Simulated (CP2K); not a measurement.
Runs of CP2K 2026.2 on GaN. Symmetry: F-43m, No. 216, cubic system. Conventional cell: a = 4.507 Å, b = 4.507 Å, c = 4.507 Å, α = 90.00°, β = 90.00°, γ = 90.00°. Ga (site symmetry -43m) is surrounded by 4 N at 1.95 Å. Around N (site symmetry -43m) lie 4 Ga at 1.95 Å. The cell is a database's computed one.

```csv
task,level,cell,CUTOFF of the grids,points a segment of the path (NPOINTS),bands added on the path,cutoff of the non-local correlation (Ry),gap on the mesh (eV),pressure (GPa),largest force (eV/Å)
single point,LDA,as given,675 Ry,-,-,-,1.52,-1.2,-
band structure,PBE,strain_c = 0.02,450 Ry,10,6,-,1.53,3.4,0.17
band structure,PBE,strain_c = 0.04,450 Ry,10,6,-,(b),0.3,0.26
single point,BEEF-vdW,as given,675 Ry,-,-,300,1.84,8.3,-
band structure,PBE,strain_c = -0.02,450 Ry,10,6,-,(a),11.4,0.26
band structure,PBE,strain_c = 0.06,450 Ry,10,6,-,1.17,-2.4,0.29
single point,M06-L,as given,675 Ry,-,-,-,1.84,6.4,-
single point,AM05,as given,675 Ry,-,-,-,1.62,1.7,-
band structure,PBE,strain_c = 0,450 Ry,10,6,-,1.69,7.1,-
band structure,PBE,strain_c = -0.04,450 Ry,10,6,-,1.82,16.5,0.64
single point,vdW-DF-cx,as given,675 Ry,-,-,300,1.60,3.3,-
single point,PBE,as given,675 Ry,-,-,-,1.69,7.0,-
```

Alike in all rows: potentials or basis POTENTIAL_UZH Ga GTH-PBE-q13, N GTH-PBE-q5; TZVP-MOLOPT-PBE-GTH basis; no spin polarisation; k mesh 10 × 10 × 10; smearing fermi-dirac 0.05 eV.

Estimate the missing entries.

(a) 1.76; (b) 1.36.

Caveats: the basis of atomic orbitals isn't converged, which shifts pressures, moduli and gaps; the potentials were made for another functional, which shifts forces and pressure (some runs); the real-space grid breaks the cell's symmetry a little (some runs).

A k mesh can miss the band edges, and the runs leave out spin-orbit coupling on Ga.
